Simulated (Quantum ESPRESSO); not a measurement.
Wanted: the native input for a Quantum ESPRESSO 7.5 run.

```yaml
Task: dielectric tensor
Functional: AM05
Potentials_or_basis: GBRV 1.5 PBE
Cutoff: 612 eV
Density_cutoff: 4898 eV
k_mesh: 8 × 8 × 4, shifted
Occupations: fermi-dirac, width 0.05 eV
Spin: no spin polarisation
Mixing_beta: 0.5
Most_SCF_iterations: 120
SCF_threshold: 6e-10 Ry
```

The system is PtS2.

```
Pt S
1.0
     3.54320    0.00000    0.00000
    -1.77160    3.06850    0.00000
     0.00000    0.00000    5.03880
Pt S
1 2
Direct
  0.00000 0.00000 0.00000
  0.66667 0.33333 0.77300
  0.33333 0.66667 0.22700
```

The input as run:

pw.in

```
&CONTROL
  calculation = 'scf'
  prefix = 'pwscf'
  outdir = './tmp'
  pseudo_dir = './pseudo'
  tprnfor = .true.
  tstress = .true.
  disk_io = 'low'
/
&SYSTEM
  ibrav = 0
  celldm(1) = 8
  nat = 3
  ntyp = 2
  ecutwfc = 45
  ecutrho = 360
  nbnd = 21
  input_dft = 'XC-000I-000I-120L-135L-000I-000I'
  occupations = 'smearing'
  smearing = 'fd'
  degauss = 0.00367493
/
&ELECTRONS
  conv_thr = 6d-10
  electron_maxstep = 120
  mixing_beta = 0.5
/
ATOMIC_SPECIES
Pt   195.0840 pt_pbe_v1.4.uspp.F.UPF
S     32.0600 s_pbe_v1.4.uspp.F.UPF
CELL_PARAMETERS alat
  0.8369597005968   0.0000000000000   0.0000000000000
 -0.4184798502984   0.7248283626632   0.0000000000000
  0.0000000000000   0.0000000000000   1.1902439995955
ATOMIC_POSITIONS crystal
Pt     0.0000000000    0.0000000000    0.0000000000
S      0.6666666667    0.3333333333    0.7730000000
S      0.3333333333    0.6666666667    0.2270000000
K_POINTS automatic
8 8 4 0 0 1
```

gamma.in

```
&CONTROL
  calculation = 'bands'
  prefix = 'pwscf'
  outdir = './tmp'
  pseudo_dir = './pseudo'
  disk_io = 'low'
  verbosity = 'high'
/
&SYSTEM
  ibrav = 0
  celldm(1) = 8
  nat = 3
  ntyp = 2
  ecutwfc = 45
  ecutrho = 360
  nbnd = 21
  input_dft = 'XC-000I-000I-120L-135L-000I-000I'
  occupations = 'smearing'
  smearing = 'fd'
  degauss = 0.00367493
/
&ELECTRONS
  conv_thr = 1d-08
  electron_maxstep = 120
  mixing_beta = 0.5
  diago_full_acc = .true.
  startingwfc = 'random'
/
ATOMIC_SPECIES
Pt   195.0840 pt_pbe_v1.4.uspp.F.UPF
S     32.0600 s_pbe_v1.4.uspp.F.UPF
CELL_PARAMETERS alat
  0.8369597005968   0.0000000000000   0.0000000000000
 -0.4184798502984   0.7248283626632   0.0000000000000
  0.0000000000000   0.0000000000000   1.1902439995955
ATOMIC_POSITIONS crystal
Pt     0.0000000000    0.0000000000    0.0000000000
S      0.6666666667    0.3333333333    0.7730000000
S      0.3333333333    0.6666666667    0.2270000000
K_POINTS crystal
1
0.0 0.0 0.0 1
```

scf2.in

```
&CONTROL
  calculation = 'scf'
  prefix = 'pwscf'
  outdir = './tmp'
  pseudo_dir = './pseudo'
  tprnfor = .true.
  tstress = .true.
  disk_io = 'low'
/
&SYSTEM
  ibrav = 0
  celldm(1) = 8
  nat = 3
  ntyp = 2
  ecutwfc = 45
  ecutrho = 360
  nbnd = 21
  input_dft = 'XC-000I-000I-120L-135L-000I-000I'
  occupations = 'fixed'
/
&ELECTRONS
  conv_thr = 1d-13
  electron_maxstep = 120
  mixing_beta = 0.5
  startingpot = 'file'
/
ATOMIC_SPECIES
Pt   195.0840 pt_pbe_v1.4.uspp.F.UPF
S     32.0600 s_pbe_v1.4.uspp.F.UPF
CELL_PARAMETERS alat
  0.8369597005968   0.0000000000000   0.0000000000000
 -0.4184798502984   0.7248283626632   0.0000000000000
  0.0000000000000   0.0000000000000   1.1902439995955
ATOMIC_POSITIONS crystal
Pt     0.0000000000    0.0000000000    0.0000000000
S      0.6666666667    0.3333333333    0.7730000000
S      0.3333333333    0.6666666667    0.2270000000
K_POINTS automatic
8 8 4 0 0 1
```

ph.in

```
dielectric of PtS2
&INPUTPH
  prefix = 'pwscf'
  outdir = './tmp'
  tr2_ph = 1d-18
  fildyn = 'dyn'
  niter_ph = 90
  alpha_mix(1) = 0.7
  epsil = .true.
  trans = .false.
  zeu = .true.
/
0.0000000000 0.0000000000 0.0000000000
```

Potentials or basis: GBRV 1.5 PBE.

Run with:

```sh
$ OMP_NUM_THREADS=1 pw.x -in pw.in > pw.out
$ OMP_NUM_THREADS=1 pw.x -in gamma.in > gamma.out
$ OMP_NUM_THREADS=1 pw.x -in scf2.in > scf2.out
$ OMP_NUM_THREADS=1 ph.x -in ph.in > ph.out
```

It gave:

```json
{
  "Pressure": "6.1 GPa",
  "Largest force": "0.803 eV/Å",
  "Electronic dielectric tensor (diagonal)": "18.68, 18.68, 9.23",
  "Born charges (mean of the diagonal)": "Pt +1.65; S -0.81 e"
}
```

Caveat: the mesh is thin for the dielectric tensor, Born charges and intensities, which usually come out too large; the potentials were made for another functional, which shifts forces and pressure; the cell is more than 3 GPa from zero pressure, which shifts response properties.

It took 13 min on 1 thread of Intel(R) Xeon(R) Processor @ 2.50GHz (Skylake/Cascade Lake) (shared host), peak memory 0.2 GiB.
